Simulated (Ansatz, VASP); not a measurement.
Two plane-wave programs on SiO2

```xyz
18
Lattice="-5.0597 0.0000 0.0000 -2.5298 -4.3818 0.0000 0.0000 0.0000 11.0822" Properties=species:S:1:pos:R:3 pbc="T T T"
Si   -3.7948   -2.1909    1.8470
Si   -3.7948   -2.1909    7.3881
Si   -1.2649   -2.1909    3.6941
Si   -1.2649   -2.1909    9.2351
Si   -2.5298    0.0000    0.0000
Si   -2.5298    0.0000    5.5411
O    -1.5805   -0.9125    4.6176
O    -1.5805   -0.9125   10.1587
O    -5.0597   -1.8250    2.7705
O    -5.0597   -1.8250    8.3116
O    -4.1104   -3.4693    0.9235
O    -4.1104   -3.4693    6.4646
O    -6.0090   -3.4693    4.6176
O    -6.0090   -3.4693   10.1587
O    -2.5298   -2.5568    2.7705
O    -2.5298   -2.5568    8.3116
O    -3.4792   -0.9125    0.9235
O    -3.4792   -0.9125    6.4646
```

Alike in both runs: task single point; functional r2SCAN; k mesh 5 × 5 × 2; occupations gaussian, width 0.05 eV; no spin polarisation.

|  | VASP | Ansatz |
| --- | --- | --- |
| version | VASP 6.6.1 | Ansatz 0.2.0 |
| potentials or method | VASP PAW PBE potentials, release 64 (Si, O) | scalar-relativistic, plane waves, PAW |
| plane-wave cutoff (eV) | 520 | 500 |
| valence electrons in the cell | 96 | 96 |

Ansatz gave:

| Property | Result |
| --- | --- |
| gap on the k mesh at the Fermi level (eV) | 6.30 |
| least direct gap on the mesh (eV) | 6.30 |
| pressure (GPa) | 0.0 |
| rms of the force components (eV/Å) | 0.001 |

What did VASP give for the same quantities?

gap on the k mesh at the Fermi level (eV): 6.30; least direct gap on the mesh (eV): 6.30; pressure (GPa): 0.2; rms of the force components (eV/Å): 0.006.

Atom by atom the forces differ by 0.005 eV/Å (rms over components).

Caveats: the PAW data sets were made with another functional, which shifts forces and pressure a little (VASP).
